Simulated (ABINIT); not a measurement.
# PtS2 (P1) in ABINIT: convergence with k mesh

Aim: find how far k mesh must go before the results for PtS2 settle, at PBE. This setting moves, with any that are tied to it; all else stays.

All numbers are computed with ABINIT 10.8.3 (patched build); they aren't measurements. Logs are shortened: lines on timing, memory, paths and dates and some standing lists are left out, and cuts for length are marked. The log counts tension as positive stress, the text compression.

**1. The cell of the first run**

The typed cell holds 3 atoms: a = 3.543 Å, b = 3.543 Å, c = 5.039 Å, α = 90.00°, β = 90.00°, γ = 120.00°.

The cell isn't the ideal one: atoms moved at random, drawn with an rms of 0.05 Å.

**2. With k mesh 1 × 1 × 1**

run.abi reads:

```
# Pseudopotentials
pp_dirpath "./"
pseudos "Pt.upf, S.upf"

# Structure
acell 6.6956776048 6.6956776048 9.5219519968
rprim
     1.0000000000     0.0000000000     0.0000000000
    -0.5000000000     0.8660254038     0.0000000000
     0.0000000000     0.0000000000     1.0000000000
ntypat 2
znucl 78 16
natom 3
typat 1 2 2
xred
    -0.0005740000    -0.0065100000     0.0100490000
     0.6671830000     0.3310740000     0.7716870000
     0.3350640000     0.6714820000     0.2343540000
chkprim 0
chksymtnons 0
tolsym 1.0e-6

# Plane-wave basis
ecut 42.0

# k points
kptopt 1
ngkpt 1 1 1
nshiftk 1
shiftk 0.0 0.0 0.0

# Exchange and correlation
ixc 11

# Bands and occupations
nband 19
occopt 3
tsmear 0.00367493

# SCF cycle
nstep 100
tolvrs 1.0e-10

# Output
iomode 3
prtwf 0
prtden 0
prteig 0
prtebands 0
enunit 2
```

Potentials or basis: PseudoDojo NC SR PBE v0.4.1 standard.

Launch:

```console
$ abinit run.abi > log 2>&1
```

Run time: 4.7 s. Hardware: 1 thread of Arm Neoverse V1, shared host; peak memory 0.08 GiB.

Results (log left out):

| Item | Value |
| --- | --- |
| Free energy | -4148.8014 eV |
| Pressure | 19.0 GPa |
| Largest force | 2.156 eV/Å |
| Band gap on the k mesh | 1.75 eV, direct |
| Valence electrons inside the program's atomic spheres | Pt 14.46; S 4.08, 4.09 |

**3. With k mesh 2 × 2 × 1**

run.abi: that of step 2 with these lines changed.

```diff
@@ -27,3 +27,3 @@
 kptopt 1
-ngkpt 1 1 1
+ngkpt 2 2 1
 nshiftk 1
```

Potentials or basis: PseudoDojo NC SR PBE v0.4.1 standard.

Launch:

```console
$ abinit run.abi > log 2>&1
```

It took 11 s on 1 thread of Arm Neoverse V1, shared host; peak memory 0.08 GiB.

It converged, with:

```yaml
Free_energy: -4156.1783 eV
Pressure: 3.6 GPa
Largest_force: 1.073 eV/Å
Band_gap_on_the_k_mesh: 1.65 eV, indirect (least direct gap 2.29 eV)
Valence_electrons_inside_the_program's_atomic_spheres: Pt 14.45; S 3.90, 3.92
```

**4. With k mesh 3 × 3 × 2**

run.abi: that of step 3 with these lines changed.

```diff
@@ -27,3 +27,3 @@
 kptopt 1
-ngkpt 2 2 1
+ngkpt 3 3 2
 nshiftk 1
```

Launch:

```console
$ abinit run.abi > log 2>&1
```

It took 40 s on 1 thread of Arm Neoverse V1, shared host; peak memory 0.09 GiB.

Results (log left out):

```
Free energy                                           : -4155.2860 eV
Pressure                                              : 9.1 GPa
Largest force                                         : 1.272 eV/Å
Band gap on the k mesh                                : 0.98 eV, indirect (least direct gap 2.26 eV)
Valence electrons inside the program's atomic spheres : Pt 14.47; S 3.90, 3.92
```

**5. With k mesh 4 × 4 × 2**

run.abi: that of step 4 with these lines changed.

```diff
@@ -27,3 +27,3 @@
 kptopt 1
-ngkpt 3 3 2
+ngkpt 4 4 2
 nshiftk 1
```

Launch:

```console
$ abinit run.abi > log 2>&1
```

Run time: 69 s. Hardware: 1 thread of Arm Neoverse V1, shared host; peak memory 0.1 GiB.

It converged, with:

| Quantity | Value |
| --- | --- |
| Free energy | -4155.2101 eV |
| Pressure | 9.5 GPa |
| Largest force | 1.446 eV/Å |
| Band gap on the k mesh | 1.04 eV, indirect (least direct gap 1.61 eV) |
| Valence electrons inside the program's atomic spheres | Pt 14.48; S 3.90, 3.92 |

**6. With k mesh 4 × 4 × 3**

run.abi: that of step 5 with these lines changed.

```diff
@@ -27,3 +27,3 @@
 kptopt 1
-ngkpt 4 4 2
+ngkpt 4 4 3
 nshiftk 1
```

Potentials or basis: PseudoDojo NC SR PBE v0.4.1 standard.

Launch:

```console
$ abinit run.abi > log 2>&1
```

It took 1.7 min on 1 thread of Arm Neoverse V1, shared host; peak memory 0.11 GiB.

The run converged. Its results:

| Item | Value |
| --- | --- |
| Free energy | -4155.2024 eV |
| Pressure | 9.4 GPa |
| Largest force | 1.395 eV/Å |
| Band gap on the k mesh | 0.90 eV, indirect (least direct gap 1.11 eV) |
| Valence electrons inside the program's atomic spheres | Pt 14.48; S 3.90, 3.92 |

**7. With k mesh 5 × 5 × 3**

run.abi: that of step 6 with these lines changed.

```diff
@@ -27,3 +27,3 @@
 kptopt 1
-ngkpt 4 4 3
+ngkpt 5 5 3
 nshiftk 1
```

Launch:

```console
$ abinit run.abi > log 2>&1
```

It took 2.6 min on 1 thread of Arm Neoverse V1, shared host; peak memory 0.13 GiB.

Results (log left out):

```
Free energy                                           : -4155.1918 eV
Pressure                                              : 9.6 GPa
Largest force                                         : 1.388 eV/Å
Band gap on the k mesh                                : 1.18 eV, indirect (least direct gap 1.31 eV)
Valence electrons inside the program's atomic spheres : Pt 14.48; S 3.90, 3.92
```

**8. With k mesh 6 × 6 × 4**

run.abi: that of step 7 with these lines changed.

```diff
@@ -27,3 +27,3 @@
 kptopt 1
-ngkpt 5 5 3
+ngkpt 6 6 4
 nshiftk 1
```

Launch:

```console
$ abinit run.abi > log 2>&1
```

Wall time 5 min (1 thread of Arm Neoverse V1, shared host); peak memory 0.18 GiB.

The run converged. Its results:

| Quantity | Value |
| --- | --- |
| Free energy | -4155.1846 eV |
| Pressure | 9.7 GPa |
| Largest force | 1.378 eV/Å |
| Band gap on the k mesh | 0.88 eV, indirect (least direct gap 1.43 eV) |
| Valence electrons inside the program's atomic spheres | Pt 14.48; S 3.90, 3.92 |

**9. With k mesh 8 × 8 × 4**

run.abi: that of step 8 with these lines changed.

```diff
@@ -27,3 +27,3 @@
 kptopt 1
-ngkpt 6 6 4
+ngkpt 8 8 4
 nshiftk 1
```

Potentials or basis: PseudoDojo NC SR PBE v0.4.1 standard.

Launch:

```console
$ abinit run.abi > log 2>&1
```

run.abo:

```text
.Version 10.8.3 of ABINIT
 Symmetries : space group P1 (#  1); Bravais aP (primitive triclinic)
================================================================================
 Values of the parameters that define the memory need of the present run
     intxc =       0    ionmov =       0      iscf =       7    lmnmax =       8
     lnmax =       8     mgfft =      60  mpssoang =       4    mqgrid =    3001
     natom =       3  nloc_mem =       1    nspden =       1   nspinor =       1
    nsppol =       1      nsym =       1    n1xccc =    2501    ntypat =       2
    occopt =       3   xclevel =       2
       mpw =        4830          nfft =       96000          nkpt =         132
================================================================================
================================================================================

--------------------------------------------------------------------------------
------------- Echo of variables that govern the present computation ------------
--------------------------------------------------------------------------------
 -outvars: echo values of preprocessed input variables --------
            acell      6.6956776048E+00  6.6956776048E+00  9.5219519968E+00 Bohr
              amu      1.95080000E+02  3.20660000E+01
          chkprim           0
      chksymtnons           0
             ecut      4.20000000E+01 Hartree
           enunit           2
                       outvar_i_n : Printing only first  50 k-points.
              ixc          11
                       outvar_i_n : Printing only first  50 k-points.
         kptrlatt        8    0    0      0    8    0      0    0    4
          kptrlen      3.80878080E+01
            natom           3
            nband          19
            ngfft          40      40      60
             nkpt         132
            nstep         100
             nsym           1
           ntypat           2
                       prtocc : prtvol=0, do not print more k-points.
           occopt           3
           prtden           0
        prtebands           0
           prteig           0
            prtwf           0
            rprim      1.0000000000E+00  0.0000000000E+00  0.0000000000E+00
                      -5.0000000000E-01  8.6602540380E-01  0.0000000000E+00
                       0.0000000000E+00  0.0000000000E+00  1.0000000000E+00
          spgroup           1
           tolsym      1.00000000E-06
           tolvrs      1.00000000E-10
           tsmear      3.67493000E-03 Hartree
            typat      1  2  2
                       outvars : Printing only first  50 k-points.
           xangst      9.4993191936E-03 -1.9975942868E-02  5.0634901166E-02
                       1.7774321060E+00  1.0159009692E+00  3.8883764530E+00
                      -2.3987463984E-03  2.0604433286E+00  1.1808629344E+00
            xcart      1.7951111658E-02 -3.7749061128E-02  9.5686095616E-02
                       3.3588598877E+00  1.9197746028E+00  7.3479665706E+00
                      -4.5329737384E-03  3.8936735890E+00  2.2315075383E+00
[... 122 lines left out ...]
    1       0.021735917951     -0.064466241423      0.136092500795
    2      -0.002690016158      0.011417367304      0.106253808788
    3      -0.019045855072      0.053048839347     -0.242346412015

 cartesian coordinates (angstrom) at end:
    1      0.00949931919359    -0.01997594286847     0.05063490116584
    2      1.77743210600106     1.01590096916065     3.88837645297665
    3     -0.00239874639838     2.06044332860307     1.18086293440331

 cartesian forces (hartree/bohr) at end:
    1     -0.00324625880464     0.00924327078712    -0.01429250378335
    2      0.00040175645998    -0.00173702554066    -0.01115882992982
    3      0.00284450234466    -0.00750624524646     0.02545133371318
 frms,max,avg= 1.1255396E-02 2.5451334E-02  -2.326E-09  6.560E-10  3.586E-09 h/b

 cartesian forces (eV/Angstrom) at end:
    1     -0.16692933941084     0.47530809443958    -0.73495009445169
    2      0.02065914780802    -0.08932144462042    -0.57381010599725
    3      0.14627019160281    -0.38598664981917     1.30876020044894
 frms,max,avg= 5.7877571E-01 1.3087602E+00  -1.196E-07  3.373E-08  1.844E-07 e/A
 length scales=  6.695677604800  6.695677604800  9.521951996800 bohr
              =  3.543199997610  3.543199997610  5.038799996600 angstroms
 Fermi (or HOMO) energy (hartree) =   0.30014   Average Vxc (hartree)=  -0.40315
 Eigenvalues (hartree) for nkpt= 132  k points:
 kpt#   1, nband= 19, wtk=  0.00391, kpt=  0.0000  0.0000  0.0000 (reduced coord)
  -3.37588   -1.69250   -1.69183   -1.68656   -0.28409   -0.16811    0.03012    0.03068
   0.03187    0.14042    0.14095    0.21667    0.24291    0.24530    0.28268    0.37019
   0.37295    0.45886    0.49430
      occupation numbers for kpt#   1
   2.00000    2.00000    2.00000    2.00000    2.00000    2.00000    2.00000    2.00000
   2.00000    2.00000    2.00000    2.00000    2.00000    2.00000    1.98283    0.00000
   0.00000    0.00000    0.00000
 prteigrs : prtvol=0 or 1, do not print more k-points.

 Fermi (or HOMO) energy (eV) =   8.16713   Average Vxc (eV)= -10.97015
 Eigenvalues (   eV  ) for nkpt= 132  k points:
 kpt#   1, nband= 19, wtk=  0.00391, kpt=  0.0000  0.0000  0.0000 (reduced coord)
 -91.86245  -46.05519  -46.03691  -45.89368   -7.73055   -4.57451    0.81954    0.83491
   0.86736    3.82091    3.83531    5.89578    6.60986    6.67493    7.69221   10.07332
  10.14838   12.48617   13.45069
 prteigrs : prtvol=0 or 1, do not print more k-points.

--- !EnergyTerms
iteration_state     : {dtset: 1, }
comment             : Components of total free energy in Hartree
kinetic             :  4.50233531020649E+01
hartree             :  4.42318691639341E+01
xc                  : -3.01531801400264E+01
Ewald energy        : -8.98080711786633E+01
psp_core            :  3.61727540648399E+00
local_psp           : -1.36643604688913E+02
non_local_psp       :  1.10321339956011E+01
internal            : -1.52700224339519E+02
'-kT*entropy'       : -7.30923172626743E-05
total_energy        : -1.52700297431836E+02
total_energy_eV     : -4.15518677329387E+03
band_energy         : -1.52867607029986E+01
...

 Cartesian components of stress tensor (hartree/bohr^3)
  sigma(1 1)= -3.66408313E-04  sigma(3 2)=  3.03991303E-05
  sigma(2 2)= -3.27251430E-04  sigma(3 1)= -1.31329156E-05
  sigma(3 3)= -2.87979530E-04  sigma(2 1)=  8.09754502E-06

-Cartesian components of stress tensor (GPa)         [Pressure=  9.6269E+00 GPa]
- sigma(1 1)= -1.07801048E+01  sigma(3 2)=  8.94373290E-01
- sigma(2 2)= -9.62806947E+00  sigma(3 1)= -3.86383717E-01
- sigma(3 3)= -8.47265030E+00  sigma(2 1)=  2.38238000E-01

== END DATASET(S) ==============================================================
================================================================================

 -outvars: echo values of variables after computation  --------
            acell      6.6956776048E+00  6.6956776048E+00  9.5219519968E+00 Bohr
           etotal     -1.5270029743E+02
            fcart     -3.2462588046E-03  9.2432707871E-03 -1.4292503783E-02
                       4.0175645998E-04 -1.7370255407E-03 -1.1158829930E-02
                       2.8445023447E-03 -7.5062452465E-03  2.5451333713E-02
            rprim      1.0000000000E+00  0.0000000000E+00  0.0000000000E+00
                      -5.0000000000E-01  8.6602540380E-01  0.0000000000E+00
                       0.0000000000E+00  0.0000000000E+00  1.0000000000E+00
           strten     -3.6640831329E-04 -3.2725142982E-04 -2.8797953049E-04
                       3.0399130254E-05 -1.3132915621E-05  8.0975450163E-06
           xangst      9.4993191936E-03 -1.9975942868E-02  5.0634901166E-02
                       1.7774321060E+00  1.0159009692E+00  3.8883764530E+00
                      -2.3987463984E-03  2.0604433286E+00  1.1808629344E+00
             xred     -5.7400000000E-04 -6.5100000000E-03  1.0049000000E-02
                       6.6718300000E-01  3.3107400000E-01  7.7168700000E-01
                       3.3506400000E-01  6.7148200000E-01  2.3435400000E-01
 Calculation completed.
```

Run time: 8.9 min. Hardware: 1 thread of Arm Neoverse V1, shared host; peak memory 0.26 GiB.

What came out:

* Free energy: -4155.1868 eV
* Pressure: 9.6 GPa
* Largest force: 1.372 eV/Å
* Band gap on the k mesh: 0.84 eV, indirect (least direct gap 0.90 eV)
* Valence electrons inside the program's atomic spheres: Pt 14.48; S 3.90, 3.92

**10. Summary**

```
   k mesh  energy less the tightest run, at zero smearing (meV/atom)  pressure (GPa)  largest force (eV/Å)  gap on the mesh (eV)  SCF cycles  CPU time (s)  peak memory (GiB)
1 × 1 × 1                                                    2128.24           19.05                 2.156                 1.747          14           4.7               0.08
2 × 2 × 1                                                    -330.80            3.62                 1.073                 1.650          13            11               0.08
3 × 3 × 2                                                     -33.13            9.14                 1.272                 0.984          13            40               0.09
4 × 4 × 2                                                      -7.93            9.47                 1.446                 1.035          13            69                0.1
4 × 4 × 3                                                      -5.19            9.41                 1.395                 0.898          13           100               0.11
5 × 5 × 3                                                      -1.85            9.60                 1.388                 1.178          13           160               0.13
6 × 6 × 4                                                       0.70            9.66                 1.378                 0.876          13           300               0.18
8 × 8 × 4                                                       0.00            9.63                 1.372                 0.839          13           530               0.26
```

Against the tightest run, the energy stays within 1 meV/atom from 6 × 6 × 4 on; the pressure stays within 0.1 GPa from 5 × 5 × 3 on. Not settled before the last step: the largest force (to 0.005 eV/Å), the gap on the mesh (to 0.01 eV). Meshes of other sizes hit other points, so gaps and Fermi surfaces needn't settle smoothly. The tightest run that finished is the yardstick and may itself not be fully converged.

Caveats: spin-orbit coupling is left out, which moves the levels of the heavy elements.
